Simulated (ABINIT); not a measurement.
Runs of ABINIT 10.8.3 (patched build) on TaN. It takes space group P-6m2 (No. 187, hexagonal). Conventional cell: a = 2.938 Å, b = 2.938 Å, c = 2.883 Å, α = 90.00°, β = 90.00°, γ = 120.00°. Ta (site symmetry -6m2) is surrounded by 6 N at 2.23 Å. Around N (site symmetry -6m2) lie 6 Ta at 2.23 Å. 

| share of exact exchange | gap on the mesh (eV) | pressure (GPa) |
| --- | --- | --- |
| 0.35 | 0.22 | -5.0 |
| 0.05 | none | (a) |
| 0.15 | none | (b) |
| 0.5 | 0.37 | -10.2 |

Alike in all rows: task single point; level HSE06; potentials or basis PseudoDojo NC SR PBE v0.4.1 standard; no spin polarisation; cell as given; k mesh 4 × 4 × 4; cutoff (eV) 952; smearing fermi-dirac 0.05 eV; the mesh is coarse, so values aren't converged.

**Question.** Estimate the missing entries.

**Answer.** (a) 5.5; (b) 1.9.

Caveats: all runs use coarse meshes; Libxc's HSE differs a little from that of other programs; the potentials were made for another functional, which shifts forces and pressure; spin-orbit coupling is left out, which moves the levels of the heavy elements (some runs).

A k mesh can miss the band edges, and the runs leave out spin-orbit coupling on Ta.

A gap of «none» marks a metal or a gap under the smearing width.

Runs at the PBE level aren't shown here.
